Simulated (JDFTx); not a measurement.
## Hf under changes of volume

One of the cells (22.380 Å³/atom); the others are scaled copies at fixed shape and fractional positions:

```
Hf
1.0
     3.19670    0.00000    0.00000
    -1.59835    2.76842    0.00000
     0.00000    0.00000    5.05780
Hf
2
Direct
  0.66667 0.33333 0.75000
  0.33333 0.66667 0.25000
```

- Program: JDFTx 1.7.0 (patched build)
- Functional: PBE
- Potentials or basis: PseudoDojo-SR-PBE-0.5-standard
- Cutoff: 789 eV
- Density cutoff: 3157 eV
- k mesh: 10 × 10 × 5
- Occupations: fermi-dirac, width 0.05 eV
- Spin: no spin polarisation

| volume (Å³/atom) | energy over the lowest point (meV/atom) | pressure (GPa) |
| --- | --- | --- |
| 21.037 | 35.39 | 8.3 |
| 21.485 | 16.41 | 5.5 |
| 21.933 | ? | ? |
| 22.380 | 0.00 | 0.6 |
| 22.828 | 1.39 | -1.5 |
| 23.276 | 8.44 | -3.4 |
| 23.723 | 20.63 | -5.2 |

What does the run at 21.933 Å³/atom give?

Energy over the lowest point 4.82 meV/atom; pressure 3.0 GPa.

Worked out: A Birch-Murnaghan fit of order 3 (a polynomial in V^(-2/3)) to the other rows has its minimum at 22.50 Å³/atom with B0 = V·E''(V) = 109 GPa and B' = 3.5 at fixed shape and positions, which overstates the stiffness. It gives 4.82 meV/atom at 21.933 Å³/atom, against the run's 4.82, and -dE/dV = 2.9 GPa, against 3.0.

Energies are extrapolated to zero smearing.
